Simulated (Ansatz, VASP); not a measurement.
## SiC: VASP beside Ansatz

```xyz
4
Lattice="3.0584 0.0000 0.0000 -1.5292 2.6487 0.0000 0.0000 0.0000 5.0180" Properties=species:S:1:pos:R:3 pbc="T T T"
Si    0.0000    1.7658    0.0231
Si    1.5292    0.8829    2.5320
C     0.0000    1.7658    1.9089
C     1.5292    0.8829    4.4178
```

Alike in both runs: functional PBEsol; k mesh 8 × 8 × 6; no spin polarisation.

Ansatz relaxed the structure, and its values are those at the end. VASP's run is a single point on that final structure, the one shown.

|  | VASP | Ansatz |
| --- | --- | --- |
| version | VASP 6.6.1 | Ansatz 0.2.0 |
| potentials or method | VASP PAW PBE potentials, release 64 (Si, C) | PAW with Ansatz's default frozen-core files, scalar-relativistic |
| plane-wave cutoff (eV) | 520 | 420 |
| occupations | gaussian, width 0.01 eV | fixed |
| valence electrons in the cell | 16 | 16 |

```csv
,VASP,Ansatz,Ansatz less VASP
pressure (GPa),4.4,4.0,-0.36
```

Caveats: the PAW data sets were made with another functional, which shifts forces and pressure a little (VASP). A k mesh can miss the band edges.
